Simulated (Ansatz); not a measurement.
# Ionic part of the dielectric constant of BN at 9 GPa, mode by mode

These are results of DFT PBEsol, scalar-relativistic, plane waves, PAW (Ansatz 0.2.0), not measurements. Plane waves to 420 eV; Γ-centred k mesh 12×12×12; fixed occupations. No spin polarisation. Phonons by linear response, acoustic sum rule imposed.

Symmetry: F-43m, No. 216, cubic system. Conventional cell: a = 3.579 Å, b = 3.579 Å, c = 3.579 Å, α = 90.00°, β = 90.00°, γ = 90.00°. B (site symmetry -43m) is surrounded by 4 N at 1.55 Å. Around N (site symmetry -43m) lie 4 B at 1.55 Å.

The primitive cell has V = 11.46 Å³ and ε∞,yy = 4.610. Each polar mode adds Δε = (4.92064×10⁷/V)·S/ν² along y, with S its oscillator strength in e²/amu, ν in cm⁻¹ and V in Å³.

**Question.** From these modes, find each Δε and ε0,yy.
```
ν (cm⁻¹) S_yy (e²/amu)
  1075.8         0.5864
```

**Answer.**
```csv
ν (cm⁻¹),Δε
1075.8,2.18
```

The sum is 2.175, so ε0,yy = 6.79; the run's tensor has 6.79.

**Question.** Where do the longitudinal modes lie for a wave vector along y?

**Answer.** At 1305 cm⁻¹. The Lyddane–Sachs–Teller product Π(ν_LO/ν_TO)² = 1.47 matches ε0/ε∞ = 1.47.

Cost: 1 run of about 0.17 core-minutes, on Arm Neoverse V2 (shared hosts).

The lattice adds 2.175 to an electronic constant of 4.610, so most of the static screening in BN comes from the electrons. The whole ionic part comes from the one optical branch of zinc blende, in which the B and N sublattices move against each other, and cubic symmetry makes the yy result valid for every direction. The B–N bond is polar enough to give this mode a sizeable dynamical charge, but its short, strongly covalent character makes the restoring force large and limits the static displacement. The light atoms raise the frequency and the oscillator strength together, so the mass cancels in Δε, leaving the balance of effective charge against stiffness. The same charge produces the macroscopic field that lifts the longitudinal mode to 1305 cm⁻¹, reduced by electronic screening. With a single polar mode, the Lyddane–Sachs–Teller agreement confirms internal consistency rather than the accuracy of the charges or force constants. How compression shifts the balance between charge and stiffness can't be read from a single pressure.
